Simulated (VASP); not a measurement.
# Au (Cmcm) in VASP: notebook

Runs on Au. Level: LDA. Tasks: equation of state.

Program: VASP 6.6.1. These are calculated values, not measurements. Logs are shortened: lines on timing, memory, paths and dates and some standing lists are left out, and cuts for length are marked.

## (1) The structure

Symmetry: Cmcm, No. 63, orthorhombic system. Conventional cell: a = 2.773 Å, b = 5.128 Å, c = 4.691 Å, α = 90.00°, β = 90.00°, γ = 90.00°. Au (site symmetry m2m) is surrounded by 12 Au at 2.77 to 2.91 Å.

This isn't the form of Au at room conditions, which is fcc.

## (2) Equation of state, LDA, 16.01 Å³/atom (a relaxed cell with its volume scaled by 0.96)

INCAR reads:

```
PREC = Accurate
ENCUT = 520
EDIFF = 1E-6
ISMEAR = -1
SIGMA = 0.05
LREAL = False
LASPH = True
NELM = 100
ALGO = Normal
ISIF = 2
LWAVE = False
LCHARG = False
```

KPOINTS reads:

```
regular mesh
0
Gamma
  10 10 6
```

POSCAR reads:

```
Au                                      
1.0
    1.3678291592     -2.5294512821      0.0000000000
    1.3678291592      2.5294512821     -0.0000000000
    0.0000000000      0.0000000000      4.6278329778
  Au            
     2
Direct
     0.3402304496311297    0.6597695503688703    0.2500000000000000
     0.6597695503688703    0.3402304496311297    0.7500000000000000
```

Potentials or basis: VASP PAW LDA potentials, release 64 (Au).

Launch:

```sh
> cat potpaw_LDA.64/Au/POTCAR > POTCAR
> mpirun -np 1 vasp_std > vasp.out
```

OUTCAR:

```text
PREC = Accurate
   ENCUT = 520
   EDIFF = 1E-6
   ISMEAR = -1
   LREAL = False
   LASPH = True
   NELM = 100
   ISIF = 2

 ion  position               nearest neighbor table
   1  0.340  0.660  0.250-   2 2.82   2 2.82   2 2.84   2 2.84   2 2.84   2 2.84
   2  0.660  0.340  0.750-   1 2.82   1 2.82   1 2.84   1 2.84   1 2.84   1 2.84

  LATTYP: Found a base centered orthorhombic cell.
 ALAT       =     2.7356583184
 B/A-ratio  =     1.8492450355
 C/A-ratio  =     1.6916706837

  Lattice vectors:

 A1 = (   1.3678291592,  -2.5294512821,   0.0000000000)
 A2 = (   1.3678291592,   2.5294512821,   0.0000000000)
 A3 = (   0.0000000000,   0.0000000000,   4.6278329778)

Analysis of symmetry for initial positions (statically):
=====================================================================
 Subroutine PRICEL returns:
 Original cell was already a primitive cell.

 Routine SETGRP: Setting up the symmetry group for a
 base centered orthorhombic supercell.

 Subroutine GETGRP returns: Found  8 space group operations
 (whereof  4 operations were pure point group operations)
 out of a pool of  8 trial point group operations.

The static configuration has the point symmetry C_2h.
 The point group associated with its full space group is D_2h.

Analysis of symmetry for dynamics (positions and initial velocities):
=====================================================================
 Subroutine PRICEL returns:
 Original cell was already a primitive cell.

 Routine SETGRP: Setting up the symmetry group for a
 base centered orthorhombic supercell.

 Subroutine GETGRP returns: Found  8 space group operations
 (whereof  4 operations were pure point group operations)
 out of a pool of  8 trial point group operations.

The dynamic configuration has the point symmetry C_2h.
 The point group associated with its full space group is D_2h.

 Subroutine INISYM returns: Found  8 space group operations
 (whereof  4 operations are pure point group operations),
 and found     1 'primitive' translations

----------------------------------------------------------------------------------------

                                     Primitive cell

  volume of cell :      32.0233

  direct lattice vectors                    reciprocal lattice vectors
     1.367829159 -2.529451282  0.000000000     0.365542726 -0.197671330  0.000000000
     1.367829159  2.529451282  0.000000000     0.365542726  0.197671330  0.000000000
     0.000000000  0.000000000  4.627832978     0.000000000  0.000000000  0.216083857

  length of vectors
     2.875600876  2.875600876  4.627832978     0.415566408  0.415566408  0.216083857

  position of ions in fractional coordinates (direct lattice)
     0.340230450  0.659769550  0.250000000
     0.659769550  0.340230450  0.750000000

  ion indices of the primitive-cell ions
   primitive index   ion index
                 1           1
                 2           2

----------------------------------------------------------------------------------------

 KPOINTS: regular mesh

Automatic generation of k-mesh.
 Grid dimensions read from file:
 generate k-points for:   10   10    6

 Generating k-lattice:

  Cartesian coordinates                     Fractional coordinates (reciprocal lattice)
     0.036554273 -0.019767133  0.000000000     0.100000000 -0.000000000  0.000000000
     0.036554273  0.019767133  0.000000000    -0.000000000  0.100000000  0.000000000
     0.000000000  0.000000000  0.036013976     0.000000000  0.000000000  0.166666667

  Length of vectors
     0.041556641  0.041556641  0.036013976

  Shift w.r.t. Gamma in fractional coordinates (k-lattice)
     0.000000000  0.000000000  0.000000000

 Subroutine IBZKPT returns following result:
 ===========================================

 Found    124 irreducible k-points:

 Following reciprocal coordinates:
            Coordinates               Weight
  0.000000  0.000000  0.000000      1.000000
  0.100000 -0.000000  0.000000      4.000000
  0.200000 -0.000000  0.000000      4.000000
  0.300000  0.000000  0.000000      4.000000
  0.400000 -0.000000  0.000000      4.000000
  0.500000  0.000000  0.000000      2.000000
[... 16 lines left out ...]
  0.300000  0.300000  0.000000      2.000000
  0.400000  0.300000  0.000000      4.000000
 [... further k-points ...]
   k-points           NKPTS =    124   k-points in BZ     NKDIM =    124   number of bands    NBANDS=     15
   number of dos      NEDOS =    301   number of ions     NIONS =      2
   total plane-waves  NPLWV =  20736
   dimension x,y,z NGX =    24 NGY =   24 NGZ =   36
   dimension x,y,z NGXF=    48 NGYF=   48 NGZF=   72
   ions per type =               2
   NGX,Y,Z   is equivalent  to a cutoff of  13.88, 13.88, 12.93 a.u.
   NGXF,Y,Z  is equivalent  to a cutoff of  27.75, 27.75, 25.86 a.u.
 SYSTEM =  unknown system
   PREC   = accura    normal or accurate (medium, high low for compatibility)
   ISTART =      0    job   : 0-new  1-cont  2-samecut
   ICHARG =      2    charge: 1-file 2-atom 10-const
   ISPIN  =      1    spin polarized calculation?
   LNONCOLLINEAR =      F non collinear calculations
   LSORBIT =      F    spin-orbit coupling
   LASPH  =      T    aspherical Exc in radial PAW
   ENCUT  =  520.0 eV  38.22 Ry    6.18 a.u.   5.35  5.35  8.60*2*pi/ulx,y,z
   NELM   =    100;   NELMIN=  2; NELMDL= -5     # of ELM steps
   EDIFF  = 0.1E-05   stopping-criterion for ELM
   LREAL  =      F    real-space projection
   EDIFFG = 0.1E-04   stopping-criterion for IOM
   NSW    =      0    number of steps for IOM
   IBRION =     -1    ionic relax: 0-MD 1-quasi-New 2-CG
   NFREE  =      0    steps in history (QN), initial steepest desc. (CG)
   ISIF   =      2    stress and relaxation
   ISYM   =      2    0-nonsym 1-usesym 2-fastsym
   POTIM  = 0.5000    time-step for ionic-motion
   TEBEG  =    0.0;   TEEND  =   0.0 temperature during run
   PSTRESS=    0.0 pullay stress
   NELECT =      22.0000    total number of electrons
   NUPDOWN=      -1.0000    fix difference up-down
   EMIN   =  10.00;   EMAX   =-10.00  energy-range for DOS
   EFERMI =   0.00;   METHOD = LEGACY
   ISMEAR =    -1;   SIGMA  =   0.05  broadening in eV -4-tet -1-fermi 0-gaus
   EFERMI_NEDOS =   21; number of points for ismear=-14 and -15
   IALGO  =     38    algorithm
   IMIX   =      4    mixing-type and parameters
     AMIX     =   0.40;   BMIX     =  1.00
     AMIX_MAG =   1.60;   BMIX_MAG =  1.00
  volume/ion in A,a.u.               =      16.01       108.05
  Fermi-wavevector in a.u.,A,eV,Ry     =   1.444532  2.729769 28.390898  2.086672
  Thomas-Fermi vector in A             =   2.562816
   LORBIT       =      0    0 simple, 1 ext, 2 COOP (PROOUT), +10 PAW based schemes
   GGA     = CA    functional components
   LHFCALC =     F    Hartree Fock is set to
   AEXX    =    0.0000 exact exchange contribution
   IVDW    =     0    specifies the selected vdW correction
   LEPSILON=     F    determine dielectric tensor
   LRPA    =     F    only Hartree local field effects (RPA)
 non-spin polarized calculation
  energy-cutoff  :      520.00
  volume of cell :       32.02
 maximum number of plane-waves:       883
 NGX is ok and might be reduce to    24
   NGX = 11   NGY = 11   NGZ = 17

 number of electron      21.9999998 magnetization

 Free energy of the ion-electron system (eV)
  ---------------------------------------------------
  ext. energy  EPLUGINS =         0.00000000
  ---------------------------------------------------
  free energy    TOTEN  =        -8.82726853 eV

  energy without entropy =       -8.82419244  energy(sigma->0) =       -8.82573049

 E-fermi :  10.3573     XC(G=0): -13.3454

 val. band max:       10.3397165552   @ k =   0.5000   0.2000   0.3333
 cond. band min:      10.5094663059   @ k =  -0.2000   0.1000   0.1667
 fundamental gap:      0.1697497507
 Fermi energy:        10.3573246138

 k-point     1 :       0.0000    0.0000    0.0000
  band No.  band energies     occupation
      1      -0.2169      2.00000
      2       2.4011      2.00000
      3       4.9359      2.00000
      4       5.0916      2.00000
      5       5.6139      2.00000
      6       5.9393      2.00000
      7       6.1733      2.00000
      8       6.2255      2.00000
      9       6.6668      2.00000
     10       8.0690      2.00000
     11       8.1646      2.00000
     12       9.0579      2.00000
     13      13.6880      0.00000
     14      24.4087      0.00000
     15      26.4298      0.00000

 k-point     2 :       0.1000   -0.0000    0.0000
  band No.  band energies     occupation
      1       0.1239      2.00000
      2       2.6826      2.00000
      3       4.9605      2.00000
      4       5.3198      2.00000
      5       5.6398      2.00000
      6       5.9774      2.00000
      7       6.0189      2.00000
      8       6.1830      2.00000
      9       6.3585      2.00000
     10       7.0339      2.00000
     11       8.2030      2.00000
     12      10.5949      0.01714
     13      13.6837      0.00000
     14      24.7919      0.00000
     15      26.4701      0.00000

 k-point     3 :       0.2000   -0.0000    0.0000
  band No.  band energies     occupation
      1       1.0595      2.00000
      2       3.3015      2.00000
      3       4.8269      2.00000
      4       5.1646      2.00000
      5       5.5650      2.00000
      6       5.8364      2.00000
      7       6.0130      2.00000
      8       6.2675      2.00000
      9       6.4611      2.00000
     10       6.5859      2.00000
     11       8.3050      2.00000
     12      12.7429      0.00000
     13      13.7177      0.00000
     14      22.7866      0.00000
     15      24.5365      0.00000

 k-point     4 :       0.3000    0.0000    0.0000
  band No.  band energies     occupation
      1       2.2151      2.00000
      2       3.4214      2.00000
      3       4.2025      2.00000
      4       5.1123      2.00000
      5       5.4759      2.00000
      6       5.5999      2.00000
      7       6.1213      2.00000
      8       7.0985      2.00000
      9       7.1615      2.00000
     10       7.3709      2.00000
     11       8.3742      2.00000
     12      14.0070      0.00000
     13      14.9859      0.00000
     14      18.8065      0.00000
     15      22.4299      0.00000
[... 307 lines left out ...]
 k-point    22 :      -0.2000    0.2000    0.0000
  band No.  band energies     occupation
      1       0.9140      2.00000
      2       3.0837      2.00000
      3       4.5600      2.00000
      4       5.0186      2.00000
      5       5.2192      2.00000
      6       6.2453      2.00000
      7       6.2563      2.00000
      8       6.2606      2.00000
      9       6.6555      2.00000
     10       6.9006      2.00000
     11       8.2964      2.00000
     12      12.5861      0.00000
     13      13.6356      0.00000
     14      21.0624      0.00000
     15      26.1075      0.00000

 k-point    23 :       0.3000    0.3000    0.0000
  band No.  band energies     occupation
      1       3.5003      2.00000
      2       3.9070      2.00000
      3       4.1560      2.00000
      4       4.9382      2.00000
      5       4.9499      2.00000
      6       5.5902      2.00000
      7       6.4007      2.00000
      8       7.6165      2.00000
      9       8.0702      2.00000
     10       8.2553      2.00000
     11      12.5284      0.00000
     12      13.0266      0.00000
     13      14.3089      0.00000
     14      19.1535      0.00000
     15      20.3544      0.00000

 k-point    24 :       0.4000    0.3000    0.0000
  band No.  band energies     occupation
      1       3.5899      2.00000
      2       4.0089      2.00000
      3       4.1847      2.00000
      4       4.7798      2.00000
      5       5.0964      2.00000
      6       5.4755      2.00000
      7       6.3522      2.00000
      8       7.5737      2.00000
      9       8.0504      2.00000
     10       8.0625      2.00000
     11      11.4048      0.00000
     12      13.1450      0.00000
     13      15.1509      0.00000
     14      18.5149      0.00000
     15      20.2414      0.00000

 [... further k-points ...]

------------------------ aborting loop because EDIFF is reached ----------------------------------------

  FORCE on cell =-STRESS in cart. coord.  units (eV):
  Direction    XX          YY          ZZ          XY          YZ          ZX
  --------------------------------------------------------------------------------------
  -------------------------------------------------------------------------------------
  Total        1.8021115      1.5815273      1.7607528      0.0000000      0.0000000      0.0000000
  in kB       90.1625904     79.1264043     88.0933485      0.0000000      0.0000000      0.0000000
  external PRESSURE =      85.7941144 kB  Pullay stress =       0.0000000 kB

 VOLUME and BASIS-vectors are now :
 -----------------------------------------------------------------------------
  energy-cutoff  :      520.00
  volume of cell :       32.02
      direct lattice vectors                 reciprocal lattice vectors
     1.367829159 -2.529451282  0.000000000     0.365542726 -0.197671330  0.000000000
     1.367829159  2.529451282  0.000000000     0.365542726  0.197671330  0.000000000
     0.000000000  0.000000000  4.627832978     0.000000000  0.000000000  0.216083857

 POSITION                                       TOTAL-FORCE (eV/Angst)
 -----------------------------------------------------------------------------------
      1.36783      0.80826      1.15696         0.000000     -0.010274     -0.000000
      1.36783     -0.80826      3.47087         0.000000      0.010274      0.000000
 -----------------------------------------------------------------------------------
    total drift:                               -0.000000     -0.000000     -0.000000

  FREE ENERGIE OF THE ION-ELECTRON SYSTEM (eV)
  ---------------------------------------------------
  free  energy   TOTEN  =        -8.8272685260 eV

  energy  without entropy=       -8.8241924441  energy(sigma->0) =       -8.82573049
```

Run time: 21 s. Hardware: 1 thread of Intel Xeon Platinum 8488C (Sapphire Rapids), shared host; peak memory 0.17 GiB.

What came out:

```
Free energy            : -8.8273 eV
Pressure               : 8.6 GPa
Largest force          : 0.010 eV/Å
Band gap on the k mesh : none (metal or under the smearing width)
```

## (3) Equation of state, LDA, 16.35 Å³/atom (a relaxed cell with its volume scaled by 0.98)

INCAR is that of step 2.

KPOINTS is that of step 2.

POSCAR reads:

```
Au                                      
1.0
    1.3772627618     -2.5468963250      0.0000000000
    1.3772627618      2.5468963250     -0.0000000000
    0.0000000000      0.0000000000      4.6597500759
  Au            
     2
Direct
     0.3402304496311297    0.6597695503688703    0.2500000000000000
     0.6597695503688703    0.3402304496311297    0.7500000000000000
```

Potentials or basis: VASP PAW LDA potentials, release 64 (Au).

Launch:

```sh
> cat potpaw_LDA.64/Au/POTCAR > POTCAR
> mpirun -np 1 vasp_std > vasp.out
```

Run time: 21 s. Hardware: 1 thread of Intel Xeon Platinum 8488C (Sapphire Rapids), shared host; peak memory 0.18 GiB.

The run converged. Its results:

```yaml
Free_energy: -8.8536 eV
Pressure: 3.9 GPa
Largest_force: 0.007 eV/Å
Band_gap_on_the_k_mesh: none (metal or under the smearing width)
```

## (4) Equation of state, LDA, 16.68 Å³/atom

INCAR is that of step 3.

KPOINTS is that of step 3.

POSCAR reads:

```
Au                                      
1.0
    1.3865688736     -2.5641056060      0.0000000000
    1.3865688736      2.5641056060     -0.0000000000
    0.0000000000      0.0000000000      4.6912358288
  Au            
     2
Direct
     0.3402304496311297    0.6597695503688703    0.2500000000000000
     0.6597695503688703    0.3402304496311297    0.7500000000000000
```

Launch:

```sh
> cat potpaw_LDA.64/Au/POTCAR > POTCAR
> mpirun -np 1 vasp_std > vasp.out
```

Run time: 20 s. Hardware: 1 thread of Intel Xeon Platinum 8488C (Sapphire Rapids), shared host; peak memory 0.17 GiB.

The run converged. Its results:

* Free energy: -8.8618 eV
* Pressure: -0.2 GPa
* Largest force: 0.004 eV/Å
* Band gap on the k mesh: none (metal or under the smearing width)

## (5) Equation of state, LDA, 17.01 Å³/atom (a relaxed cell with its volume scaled by 1.02)

INCAR is that of step 4.

KPOINTS is that of step 4.

POSCAR reads:

```
Au                                      
1.0
    1.3957517165     -2.5810869327      0.0000000000
    1.3957517165      2.5810869327     -0.0000000000
    0.0000000000      0.0000000000      4.7223045211
  Au            
     2
Direct
     0.3402304496311297    0.6597695503688703    0.2500000000000000
     0.6597695503688703    0.3402304496311297    0.7500000000000000
```

Launch:

```sh
> cat potpaw_LDA.64/Au/POTCAR > POTCAR
> mpirun -np 1 vasp_std > vasp.out
```

Run time: 20 s. Hardware: 1 thread of Intel Xeon Platinum 8488C (Sapphire Rapids), shared host; peak memory 0.17 GiB.

It converged, with:

* Free energy: -8.8542 eV
* Pressure: -3.7 GPa
* Band gap on the k mesh: none (metal or under the smearing width)

## (6) Equation of state, LDA, 17.35 Å³/atom (a relaxed cell with its volume scaled by 1.04)

INCAR is that of step 5.

KPOINTS is that of step 5.

POSCAR reads:

```
Au                                      
1.0
    1.4048152933     -2.5978477071      0.0000000000
    1.4048152933      2.5978477071     -0.0000000000
    0.0000000000      0.0000000000      4.7529696955
  Au            
     2
Direct
     0.3402304496311297    0.6597695503688703    0.2500000000000000
     0.6597695503688703    0.3402304496311297    0.7500000000000000
```

Potentials or basis: VASP PAW LDA potentials, release 64 (Au).

Launch:

```sh
> cat potpaw_LDA.64/Au/POTCAR > POTCAR
> mpirun -np 1 vasp_std > vasp.out
```

It took 21 s on 1 thread of Intel Xeon Platinum 8488C (Sapphire Rapids), shared host; peak memory 0.17 GiB.

The run converged. Its results:

```
Free energy            : -8.8329 eV
Pressure               : -6.7 GPa
Largest force          : 0.005 eV/Å
Band gap on the k mesh : none (metal or under the smearing width)
```

## (7) Equation of state, LDA

This step only gathers the single runs of the series.

Results:

```yaml
Equilibrium_volume: 16.68 Å³/atom
Bulk_modulus_at_fixed_shape_and_positions: 189 GPa
Pressure_derivative_of_the_bulk_modulus: "6.1 (rough: it moves with the points fitted)"
```

Energy against volume, from the lowest point:
```csv
volume (Å³/atom),energy (meV/atom)
16.012,17.27
16.345,4.09
16.679,0.00
17.012,3.81
17.346,14.46
```

Caveat: the cell was scaled at fixed shape and fractional positions, which overstates the stiffness of a crystal with free parameters, most of all of layers and chains.
